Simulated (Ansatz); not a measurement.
Crystal: CuO (Tenorite).

```
CELL_PARAMETERS angstrom
2.34465 -1.71340 0.00000
2.34465 1.71340 0.00000
-0.86055 0.00000 5.05944
ATOMIC_POSITIONS crystal
Cu 0.49680 0.00320 0.50000
Cu 0.00320 0.49680 0.00000
O 0.40560 0.57140 0.75370
O 0.57140 0.40560 0.25370
```

Program: Ansatz 0.2.0. Alike in all runs: potentials or basis Ansatz PAW; no spin polarisation; cell as given; smearing fermi-dirac 0.05 eV.

Order these runs on this cell by their pressure, lowest first.
A. level PBE; k mesh 10 × 10 × 5; cutoff (eV) 250
B. level PBE; k mesh 7 × 7 × 4; cutoff (eV) 420
C. level r2SCAN; k mesh 10 × 10 × 5; cutoff (eV) 500; points for each segment of the path 14

C (-1.3 GPa), A (3.6 GPa), B (5.7 GPa).

Caveats: the run has no spin polarisation, though such a crystal can be magnetic; the pressure holds a Pulay correction of +184.6 GPa for the finite cutoff (some runs); the cutoff lies under the one recommended for these potentials (some runs); the PAW data sets come from PBE, with cores solved anew for the run's functional, which leaves a small shift of forces and pressure (some runs).
